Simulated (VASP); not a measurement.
**From an Ansatz input to VASP: BeS (zincblende)**

Ansatz input

```yaml
crystal:
  lattice:
    - [0.0, 2.2159858032, 2.2159858032]
    - [2.2159858032, 0.0, 2.2159858032]
    - [2.2159858032, 2.2159858032, 0.0]
  atoms:
    - { symbol: Be, position: [0.0, 0.0, 0.0] }
    - { symbol: S, position: [0.25, 0.25, 0.25] }
kpoints:
  mp_grid: { grid: [10, 10, 10] }
hamiltonian:
  xc: pbe
scf:
  occupations: { method: fermi_dirac, width: 0.02 }
relax:
  f_tol: 0.005
  cell: {}
```

Task: Write VASP inputs for this cell and level of theory.

Result: 

INCAR

```
LREAL = .FALSE.
LCHARG = .FALSE.
EDIFF = 1E-7
IBRION = 2
ISMEAR = -1
PREC = Accurate
NBANDS = 11
LWAVE = .FALSE.
SIGMA = 0.02
NSW = 40
GGA = PE
ENCUT = 600
NELM = 120
EDIFFG = -5E-3
ISIF = 3
LASPH = .TRUE.
```

KPOINTS

```
KPOINTS created by Atomic Simulation Environment
0
Gamma
10 10 10
0 0 0
```

POSCAR

```
Be S
 1.0000000000000000
     0.0000000000000000    2.2159858032000002    2.2159858032000002
     2.2159858032000002    0.0000000000000000    2.2159858032000002
     2.2159858032000002    2.2159858032000002    0.0000000000000000
 Be  S
   1   1
Cartesian
  0.0000000000000000  0.0000000000000000  0.0000000000000000
  1.1079929016000001  1.1079929016000001  1.1079929016000001
```

VASP ran with the recommended PBE PAW datasets (8 valence electrons in the cell). Other inputs would serve too.

```csv
,Ansatz,VASP
relaxed cell vector lengths,"3.448, 3.448, 3.448 Å","3.449, 3.449, 3.449 Å"
relaxed cell volume,28.98 Å³,29.00 Å³
```

Each program uses its own PAW datasets. VASP's cell holds 8 valence electrons and Ansatz's 8.
